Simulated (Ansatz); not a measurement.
# Rubidium (diamond) across density functionals

All rows: Ansatz, plane waves with scalar-relativistic PAW, 420 eV (500 eV for the SCAN forms), relaxed under each functional, no dispersion correction, no zero-point motion. B₀ comes from uniform scaling at fixed shape; a dash is a value not given.

```
functional  V (Å³/atom)          cell  B₀ (GPa)     magnetic state  ΔE to bcc (meV/atom)
       PBE       140.44  a = 10.396 Å         1  spin not included                   261
    r²SCAN       141.79  a = 10.429 Å         1  spin not included                   307
    PBEsol       130.63  a = 10.148 Å         1  spin not included                   282
       LDA       117.59   a = 9.798 Å         -  spin not included                   278
    revPBE       156.55  a = 10.779 Å         1  spin not included                   252
      RPBE       158.85  a = 10.832 Å         1  spin not included                   249
      BLYP       168.11  a = 11.038 Å         1  spin not included                   110
```

LDA gives the smallest volume and BLYP the largest.
